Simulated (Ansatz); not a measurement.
**CuO: equilibrium volume by level of theory**

Space group Cccm (No. 66). a = 3.982 Å, b = 4.307 Å, c = 5.156 Å, α = 90.00°, β = 90.00°, γ = 90.00°
```csv
atom,site,symmetry,x,y,z
Cu,4e,..2/m,0.2500,0.7500,0.5000
O,4b,222,0.5000,0.0000,0.7500
```

Measurements of this composition are mostly on another form, of space group No. 15.

| rung | level | program and potentials | cutoff (eV) | k mesh | smearing | core time | chip | equilibrium volume (Å³/atom) | notes |
| --- | --- | --- | --- | --- | --- | --- | --- | --- | --- |
| GGA | PBEsol | Ansatz, Ansatz PAW | 420 | 9 × 9 × 5 | fermi-dirac 0.05 | 2 min | Intel Xeon Skylake/Cascade Lake | 10.67 | potentials made for PBE, which Ansatz adapts in part |
| GGA + U (3 eV) | PBEsol+U (Cu d U = 3 eV, fll (the default)) | Ansatz, Ansatz PAW | 420 | 9 × 9 × 5 | fermi-dirac 0.05 | 3.1 min | Intel Xeon Skylake/Cascade Lake | 10.76 | potentials made for PBE, which Ansatz adapts in part |
| GGA + U (5 eV) | PBEsol+U (Cu d U = 5 eV, fll (the default)) | Ansatz, Ansatz PAW | 420 | 9 × 9 × 5 | fermi-dirac 0.05 | 3.2 min | Intel Xeon Skylake/Cascade Lake | 10.84 | potentials made for PBE, which Ansatz adapts in part |
| GGA + U (2 eV) | PBEsol+U (Cu d U = 2 eV, fll (the default)) | Ansatz, Ansatz PAW | 420 | 9 × 9 × 5 | fermi-dirac 0.05 | 3.2 min | Intel Xeon Skylake/Cascade Lake | 10.73 | potentials made for PBE, which Ansatz adapts in part |
| GGA + U (1 eV) | PBEsol+U (Cu d U = 1 eV, fll (the default)) | Ansatz, Ansatz PAW | 420 | 9 × 9 × 5 | fermi-dirac 0.05 | 3.3 min | Intel Xeon Skylake/Cascade Lake | 10.69 | potentials made for PBE, which Ansatz adapts in part |
| GGA + U (6 eV) | PBEsol+U (Cu d U = 6 eV, fll (the default)) | Ansatz, Ansatz PAW | 420 | 9 × 9 × 5 | fermi-dirac 0.05 | 3.3 min | Intel Xeon Skylake/Cascade Lake | 10.89 | potentials made for PBE, which Ansatz adapts in part |
| hybrid | PBE0 | Ansatz, Ansatz PAW | 420 | 6 × 6 × 4 | fermi-dirac 0.05 | 3.7 min | AMD EPYC 7R13 Zen 3 | 10.84 | potentials made for PBE, which Ansatz adapts in part |
| hybrid | HSE06 | Ansatz, Ansatz PAW | 420 | 6 × 6 × 4 | fermi-dirac 0.05 | 4.7 min | AMD EPYC 7R13 Zen 3 | 10.87 | potentials made for PBE, which Ansatz adapts in part |

Times are single runs on shared hosts and different chips, so they are rough; meshes, cutoffs and the tasks' sizes weigh on the time. Task: relaxation of cell and atoms. All rows: no spin polarisation. Smearing widths are in eV. For a metal such meshes aren't converged. Meshes differ between rows, which moves values too. Meshes are those of the run's cell of 4 atoms unless a note names another. Relaxations start from the cell shown or near it and stop with a little pressure left. Runs on faulty files, with rough fits or with known faults for this quantity aren't shown. PBE isn't shown for this crystal. No row holds spin-orbit coupling.

By rung: GGA 10.67; GGA + U (3 eV) 10.76; GGA + U (5 eV) 10.84; GGA + U (2 eV) 10.73; GGA + U (1 eV) 10.69; GGA + U (6 eV) 10.89; hybrid 10.84 to 10.87 (Å³/atom).
